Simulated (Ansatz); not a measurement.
All numbers below come from Ansatz 0.2.0, DFT PBE, scalar-relativistic, plane waves, PAW. All cells share a 420 eV cutoff and Γ-centred k meshes spaced at most about 0.3 Å⁻¹ (about 0.25 or finer for metals, 2π included). No spin polarisation.

These are static total energies at zero pressure.

Two forms of TiPt3 were relaxed alike.

A. Space group P6_3/mmc (No. 194), hexagonal, a = 5.589 Å, c = 9.099 Å. Around Ti on a site of symmetry -3m lie 12 Pt at 2.79 Å; Ti on a site of symmetry -6m2 has 12 Pt at 2.79 Å; Pt on a site of symmetry 2/m has 8 Pt at 2.79 Å and 4 Ti at 2.79 Å; Pt on a site of symmetry mm2 is surrounded by 8 Pt at 2.79–2.80 Å and 4 Ti at 2.79 Å.

B. Space group P6_3/mmc (No. 194), hexagonal, a = 5.607 Å, c = 4.520 Å. Around Ti lie 12 Pt at 2.78–2.80 Å; Pt has 4 Ti at 2.78–2.80 Å and 8 Pt at 2.78–2.81 Å.

Question: Which is lower in energy, and by how much?

Answer: A is lower, by 11 meV/atom. A has Ti and Pt ordered on dhcp sites, space group P6_3/mmc (No. 194), 15.4 Å³/atom and no gap on its mesh; B has the Ni3Sn (D0_19) type, space group P6_3/mmc (No. 194), 15.4 Å³/atom and no gap. Origin: A and B, each reached from a Materials Project cell. The lowest form computed isn't among them: it has space group P-3m1 (No. 164), 15.4 Å³/atom, is reached from a cell as deposited in COD and lies 2 meV/atom below the best shown.

The k mesh leaves some 4 meV/atom of noise in the energy of each metallic cell. Spin–orbit coupling, which can matter for Pt, is left out. Some candidate types were left out of the draw beforehand, so a known form may be missing.
